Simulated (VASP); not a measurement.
# BN (Pm) in VASP: a series of runs

The runs below take BN through single point, with PBEsol.

Program: VASP 6.6.1. These are calculated values, not measurements. Logs are shortened: lines on timing, memory, paths and dates and some standing lists are left out, and cuts for length are marked.

**1. The cell of the first run**

Symmetry: Pm, No. 6, monoclinic system. The conventional cell has a = 2.504 Å, b = 7.019 Å, c = 2.504 Å, α = 90.00°, β = 120.00°, γ = 90.00°. B (site symmetry m) has 3 N at 1.39 to 1.53 Å as nearest neighbours. Around B (site symmetry m) lie 3 N at 1.36 to 1.51 Å. N (site symmetry m) has 3 B at 1.36 to 1.51 Å as nearest neighbours. N (site symmetry m) is surrounded by 3 B at 1.39 to 1.53 Å.

**2. Single point, PBEsol (all B atoms moved +0.087 Å, as atom 1 along Cartesian [1 1 0])**

File INCAR:

```
SYSTEM = BN
ALGO = Fast ; EDIFF = 1E-7
ENCUT = 520 ; GGA = PS
ISIF = 2 ; ISMEAR = 0
LASPH = .True. ; LCHARG = .False.
LREAL = .False. ; LWAVE = .False.
NBANDS = 16 ; NELM = 100
PREC = Accurate ; SIGMA = 0.05
```

File KPOINTS:

```
k-points
0
Gamma
  12 12 4
  0 0 0
```

File POSCAR:

```
BN
1.0
    2.5043488457      0.0000000000      0.0000000000
   -1.2521744229      2.1688297203      0.0000000000
    0.0000000000      0.0000000000      7.0190956742
B N
2 2
Direct
    0.3723029717      0.6951944219      0.2500000000
    0.7056363050      0.3618610885      0.7500000000
    0.3333333333      0.6666666667      0.7500000000
    0.6666666667      0.3333333333      0.2500000000
```

Potentials or basis: VASP PAW PBE potentials, release 64 (B, N).

Command:

```
cat potpaw_PBE.64/B/POTCAR potpaw_PBE.64/N/POTCAR > POTCAR
mpirun -np 1 vasp_std > vasp.out
```

OUTCAR:

```text
SYSTEM = BN
   EDIFF = 1E-7
   ENCUT = 520
   GGA = PS
   ISIF = 2
   ISMEAR = 0
   LASPH = .True.
   LREAL = .False.
   NELM = 100
   PREC = Accurate

 ion  position               nearest neighbor table
   1  0.372  0.695  0.250-   4 1.39   4 1.43   4 1.53
   2  0.706  0.362  0.750-   3 1.36   3 1.47   3 1.51
   3  0.333  0.667  0.750-   2 1.36   2 1.47   2 1.51
   4  0.667  0.333  0.250-   1 1.39   1 1.43   1 1.53

  LATTYP: Found a hexagonal cell.
 ALAT       =     2.5043488457
 C/A-ratio  =     2.8027627566

  Lattice vectors:

 A1 = (   2.5043488457,   0.0000000000,   0.0000000000)
 A2 = (  -1.2521744229,   2.1688297203,   0.0000000000)
 A3 = (   0.0000000000,   0.0000000000,   7.0190956742)

Analysis of symmetry for initial positions (statically):
=====================================================================
 Subroutine PRICEL returns:
 Original cell was already a primitive cell.

 Routine SETGRP: Setting up the symmetry group for a
 hexagonal supercell.

 Subroutine GETGRP returns: Found  2 space group operations
 (whereof  1 operations were pure point group operations)
 out of a pool of 24 trial point group operations.

The static configuration has the point symmetry C_1 .
 The point group associated with its full space group is C_1h.

Analysis of symmetry for dynamics (positions and initial velocities):
=====================================================================
 Subroutine PRICEL returns:
 Original cell was already a primitive cell.

 Routine SETGRP: Setting up the symmetry group for a
 hexagonal supercell.

 Subroutine GETGRP returns: Found  2 space group operations
 (whereof  1 operations were pure point group operations)
 out of a pool of 24 trial point group operations.

The dynamic configuration has the point symmetry C_1 .
 The point group associated with its full space group is C_1h.

 Subroutine INISYM returns: Found  2 space group operations
 (whereof  1 operations are pure point group operations),
 and found     1 'primitive' translations

----------------------------------------------------------------------------------------

                                     Primitive cell

  volume of cell :      38.1243

  direct lattice vectors                    reciprocal lattice vectors
     2.504348846  0.000000000  0.000000000     0.399305393  0.230539076  0.000000000
    -1.252174423  2.168829720  0.000000000     0.000000000  0.461078152  0.000000000
     0.000000000  0.000000000  7.019095674     0.000000000  0.000000000  0.142468495

  length of vectors
     2.504348846  2.504348846  7.019095674     0.461078152  0.461078152  0.142468495

  position of ions in fractional coordinates (direct lattice)
     0.372302972  0.695194422  0.250000000
     0.705636305  0.361861088  0.750000000
     0.333333333  0.666666667  0.750000000
     0.666666667  0.333333333  0.250000000

  ion indices of the primitive-cell ions
   primitive index   ion index
                 1           1
                 2           2
                 3           3
                 4           4

----------------------------------------------------------------------------------------

 KPOINTS: k-points

Automatic generation of k-mesh.
 Grid dimensions read from file:
 generate k-points for:   12   12    4

 Generating k-lattice:

  Cartesian coordinates                     Fractional coordinates (reciprocal lattice)
     0.033275449  0.019211590  0.000000000     0.083333333  0.000000000  0.000000000
     0.000000000  0.038423179  0.000000000     0.000000000  0.083333333  0.000000000
     0.000000000  0.000000000  0.035617124     0.000000000  0.000000000  0.250000000

  Length of vectors
     0.038423179  0.038423179  0.035617124

  Shift w.r.t. Gamma in fractional coordinates (k-lattice)
     0.000000000  0.000000000  0.000000000

 Subroutine IBZKPT returns following result:
 ===========================================

 Found    222 irreducible k-points:

 Following reciprocal coordinates:
            Coordinates               Weight
  0.000000  0.000000  0.000000      1.000000
  0.083333 -0.000000  0.000000      2.000000
  0.000000  0.083333  0.000000      2.000000
 -0.083333  0.083333  0.000000      2.000000
  0.166667 -0.000000  0.000000      2.000000
  0.000000  0.166667  0.000000      2.000000
[... 16 lines left out ...]
  0.166667  0.083333  0.000000      2.000000
 -0.083333  0.250000  0.000000      2.000000
 [... further k-points ...]
   k-points           NKPTS =    222   k-points in BZ     NKDIM =    222   number of bands    NBANDS=     16
   number of dos      NEDOS =    301   number of ions     NIONS =      4
   total plane-waves  NPLWV =  21600
   dimension x,y,z NGX =    20 NGY =   20 NGZ =   54
   dimension x,y,z NGXF=    40 NGYF=   40 NGZF=  108
   ions per type =               2   2
   NGX,Y,Z   is equivalent  to a cutoff of  13.28, 13.28, 12.79 a.u.
   NGXF,Y,Z  is equivalent  to a cutoff of  26.55, 26.55, 25.58 a.u.
 SYSTEM =  BN
   PREC   = accura    normal or accurate (medium, high low for compatibility)
   ISTART =      0    job   : 0-new  1-cont  2-samecut
   ICHARG =      2    charge: 1-file 2-atom 10-const
   ISPIN  =      1    spin polarized calculation?
   LNONCOLLINEAR =      F non collinear calculations
   LSORBIT =      F    spin-orbit coupling
   LASPH  =      T    aspherical Exc in radial PAW
   ENCUT  =  520.0 eV  38.22 Ry    6.18 a.u.   4.66  4.66 13.05*2*pi/ulx,y,z
   NELM   =    100;   NELMIN=  2; NELMDL= -5     # of ELM steps
   EDIFF  = 0.1E-06   stopping-criterion for ELM
   LREAL  =      F    real-space projection
   EDIFFG = 0.1E-05   stopping-criterion for IOM
   NSW    =      0    number of steps for IOM
   IBRION =     -1    ionic relax: 0-MD 1-quasi-New 2-CG
   NFREE  =      0    steps in history (QN), initial steepest desc. (CG)
   ISIF   =      2    stress and relaxation
   ISYM   =      2    0-nonsym 1-usesym 2-fastsym
   POTIM  = 0.5000    time-step for ionic-motion
   TEBEG  =    0.0;   TEEND  =   0.0 temperature during run
   PSTRESS=    0.0 pullay stress
   NELECT =      16.0000    total number of electrons
   NUPDOWN=      -1.0000    fix difference up-down
   EMIN   =  10.00;   EMAX   =-10.00  energy-range for DOS
   EFERMI =   0.00;   METHOD = LEGACY
   ISMEAR =     0;   SIGMA  =   0.05  broadening in eV -4-tet -1-fermi 0-gaus
   EFERMI_NEDOS =   21; number of points for ismear=-14 and -15
   IALGO  =     68    algorithm
   IMIX   =      4    mixing-type and parameters
     AMIX     =   0.40;   BMIX     =  1.00
     AMIX_MAG =   1.60;   BMIX_MAG =  1.00
  volume/ion in A,a.u.               =       9.53        64.32
  Fermi-wavevector in a.u.,A,eV,Ry     =   1.225691  2.316220 20.440284  1.502319
  Thomas-Fermi vector in A             =   2.360720
   LORBIT       =      0    0 simple, 1 ext, 2 COOP (PROOUT), +10 PAW based schemes
   GGA     = PS    functional components
   LHFCALC =     F    Hartree Fock is set to
   AEXX    =    0.0000 exact exchange contribution
   IVDW    =     0    specifies the selected vdW correction
   LEPSILON=     F    determine dielectric tensor
   LRPA    =     F    only Hartree local field effects (RPA)
 non-spin polarized calculation
 RMM-DIIS sequential band-by-band and
 Gauss-broadening in eV      SIGMA  =   0.05
  energy-cutoff  :      520.00
  volume of cell :       38.12
 maximum number of plane-waves:      1058
   NGX =  9   NGY =  9   NGZ = 27

 number of electron      15.9999998 magnetization

 Free energy of the ion-electron system (eV)
  ---------------------------------------------------
  ext. energy  EPLUGINS =         0.00000000
  ---------------------------------------------------
  free energy    TOTEN  =       -36.25151144 eV

  energy without entropy =      -36.25151144  energy(sigma->0) =      -36.25151144

 E-fermi :   1.9746     XC(G=0):  -9.9214

 val. band max:        1.6983604875   @ k =   0.3333   0.3333   0.5000
 cond. band min:       5.7916900525   @ k =   0.5000  -0.0000   0.0000
 fundamental gap:      4.0933295649
 Fermi energy:         1.9746314023

 k-point     1 :       0.0000    0.0000    0.0000
  band No.  band energies     occupation
      1     -15.9624      2.00000
      2     -15.7664      2.00000
      3      -4.3228      2.00000
      4      -2.6776      2.00000
      5      -0.5545      2.00000
      6      -0.5270      2.00000
[... 8 lines left out ...]
     15      14.7181      0.00000
     16      14.8764      0.00000

 k-point     2 :       0.0833   -0.0000    0.0000
  band No.  band energies     occupation
      1     -15.8273      2.00000
      2     -15.6346      2.00000
      3      -4.1368      2.00000
      4      -2.5075      2.00000
      5      -0.9872      2.00000
      6      -0.7662      2.00000
[... 8 lines left out ...]
     15      14.7929      0.00000
     16      15.3014      0.00000

 k-point     3 :       0.0000    0.0833    0.0000
  band No.  band energies     occupation
      1     -15.8274      2.00000
      2     -15.6347      2.00000
      3      -4.1366      2.00000
      4      -2.5073      2.00000
      5      -0.9957      2.00000
      6      -0.7940      2.00000
[... 8 lines left out ...]
     15      14.7619      0.00000
     16      15.3663      0.00000

 k-point     4 :      -0.0833    0.0833    0.0000
  band No.  band energies     occupation
      1     -15.8275      2.00000
      2     -15.6349      2.00000
      3      -4.1365      2.00000
      4      -2.5070      2.00000
      5      -0.9595      2.00000
      6      -0.8715      2.00000
[... 8 lines left out ...]
     15      14.9267      0.00000
     16      15.3303      0.00000
[... 324 lines left out ...]
 k-point    22 :      -0.1667    0.0833    0.0000
  band No.  band energies     occupation
      1     -15.5612      2.00000
      2     -15.3746      2.00000
      3      -3.7677      2.00000
      4      -2.1711      2.00000
      5      -1.7331      2.00000
      6      -1.3811      2.00000
[... 8 lines left out ...]
     15      15.3024      0.00000
     16      16.3637      0.00000

 k-point    23 :       0.1667    0.0833    0.0000
  band No.  band energies     occupation
      1     -15.0443      2.00000
      2     -14.8687      2.00000
      3      -3.0463      2.00000
      4      -2.9926      2.00000
      5      -2.3874      2.00000
      6      -1.5220      2.00000
[... 8 lines left out ...]
     15      16.1560      0.00000
     16      17.7969      0.00000

 k-point    24 :      -0.0833    0.2500    0.0000
  band No.  band energies     occupation
      1     -15.0484      2.00000
      2     -14.8684      2.00000
      3      -3.1088      2.00000
      4      -3.0449      2.00000
      5      -2.3724      2.00000
      6      -1.5183      2.00000
[... 8 lines left out ...]
     15      16.0554      0.00000
     16      16.2161      0.00000

 [... further k-points ...]
[... 5 lines left out ...]
  --------------------------------------------------------------------------------------
  -------------------------------------------------------------------------------------
  Total        1.1074778      1.0871344     -0.0302801      0.2680298      0.0000000      0.0000000
  in kB       46.5419056     45.6869744     -1.2725261     11.2639899      0.0000000      0.0000000
  external PRESSURE =      30.3187846 kB  Pullay stress =       0.0000000 kB

 VOLUME and BASIS-vectors are now :
 -----------------------------------------------------------------------------
  energy-cutoff  :      520.00
  volume of cell :       38.12
      direct lattice vectors                 reciprocal lattice vectors
     2.504348846  0.000000000  0.000000000     0.399305393  0.230539076  0.000000000
    -1.252174423  2.168829720  0.000000000     0.000000000  0.461078152  0.000000000
     0.000000000  0.000000000  7.019095674     0.000000000  0.000000000  0.142468495

 POSITION                                       TOTAL-FORCE (eV/Angst)
 -----------------------------------------------------------------------------------
      0.06187      1.50776      1.75477        -2.084522     -2.585680      0.000000
      1.31405      0.78482      5.26432        -3.094468     -2.591199      0.000000
     -0.00000      1.44589      5.26432         3.095249      2.591212      0.000000
      1.25217      0.72294      1.75477         2.083742      2.585667      0.000000
 -----------------------------------------------------------------------------------
    total drift:                               -0.000087     -0.000080      0.000000

  FREE ENERGIE OF THE ION-ELECTRON SYSTEM (eV)
  ---------------------------------------------------
  free  energy   TOTEN  =       -36.2515114384 eV

  energy  without entropy=      -36.2515114384  energy(sigma->0) =      -36.25151144
```

It took 2.4 min on 1 thread of AMD EPYC 7R13 (Zen 3), shared host; peak memory 0.2 GiB.

Results:

```yaml
Free_energy: -36.2515 eV
Pressure: 3.0 GPa
Largest_force: 4.037 eV/Å
Band_gap_on_the_k_mesh: 4.09 eV, indirect (least direct gap 4.51 eV)
```

Forces in eV/Å, atoms in the order of the input:
```
B   -2.085 -2.586  0.000
B   -3.094 -2.591  0.000
N    3.095  2.591  0.000
N    2.084  2.586  0.000
```

Caveat: the PAW data sets were made with another functional, which shifts forces and pressure a little; this functional lacks dispersion, which binds the layers, so the pressure and a relaxed spacing across them are unreliable. A k mesh can miss the band edges.

**3. Single point, PBEsol (all B atoms moved -0.050 Å, as atom 1 along Cartesian [1 1 0])**

File INCAR:

```
SYSTEM = BN
PREC = Accurate
ENCUT = 520
EDIFF = 1E-7
ISMEAR = 0
SIGMA = 0.05
LREAL = .False.
LASPH = .True.
NELM = 100
ALGO = Normal
ISIF = 2
LWAVE = .False.
LCHARG = .False.
GGA = PS
NBANDS = 16
```

File KPOINTS:

```
Automatic mesh
0
Gamma
  12 12 4
  0 0 0
```

POSCAR, as its differences from that of step 2:

```diff
@@ -8,4 +8,4 @@
 Direct
-    0.3723029717      0.6951944219      0.2500000000
-    0.7056363050      0.3618610885      0.7500000000
+    0.3110649686      0.6503650923      0.2500000000
+    0.6443983019      0.3170317589      0.7500000000
     0.3333333333      0.6666666667      0.7500000000
```

Potentials or basis: VASP PAW PBE potentials, release 64 (B, N).

Command:

```
cat potpaw_PBE.64/B/POTCAR potpaw_PBE.64/N/POTCAR > POTCAR
mpirun -np 1 vasp_std > vasp.out
```

Wall time 2.2 min (1 thread of AMD EPYC 7R13 (Zen 3), shared host); peak memory 0.2 GiB.

Results (log left out):

| Property | Result |
| --- | --- |
| Free energy | -36.4668 eV |
| Pressure | 1.2 GPa |
| Largest force | 2.201 eV/Å |
| Band gap on the k mesh | 4.19 eV, indirect (least direct gap 4.63 eV) |

Forces on the atoms (eV/Å):
```
B    1.635  1.473  0.000
B    1.310  1.473  0.000
N   -1.310 -1.473  0.000
N   -1.636 -1.473  0.000
```

Stress tensor (GPa, compression positive):
```
 1.84  0.36  0.00
 0.36  1.83  0.00
 0.00  0.00 -0.12
```

Levels at points of the mesh, in eV from the valence-band top:
```tsv
k point	band 4	band 5	band 6	band 7	band 8	band 9	band 10	band 11	band 12	band 13
(0.00, 0.00, 0.00)	-4.40	-1.86	-1.85	-0.71	-0.70	4.78	9.53	10.77	10.82	11.80
(0.50, 0.00, 0.00)	-8.77	-4.39	-3.81	-1.34	-0.51	4.19	5.51	9.42	9.95	12.28
(0.00, 0.50, 0.00)	-8.80	-4.29	-3.87	-1.32	-0.52	4.23	5.46	9.38	9.89	12.29
(0.50, 0.50, 0.00)	-8.84	-4.14	-3.98	-1.30	-0.54	4.27	5.41	9.35	9.83	12.29
(0.00, 0.00, 0.50)	-5.31	-1.86	-1.85	-0.71	-0.70	6.87	6.88	10.80	10.82	12.25
(0.50, 0.00, 0.50)	-8.77	-4.39	-3.81	-1.09	-0.74	4.34	5.05	9.75	9.91	13.05
(0.00, 0.50, 0.50)	-8.80	-4.29	-3.87	-1.05	-0.78	4.43	4.95	9.72	9.84	13.07
(0.50, 0.50, 0.50)	-8.85	-4.13	-3.98	-0.96	-0.87	4.59	4.79	9.71	9.75	13.11
```

Caveat: the PAW data sets were made with another functional, which shifts forces and pressure a little; this functional lacks dispersion, which binds the layers, so the pressure and a relaxed spacing across them are unreliable. A k mesh can miss the band edges.
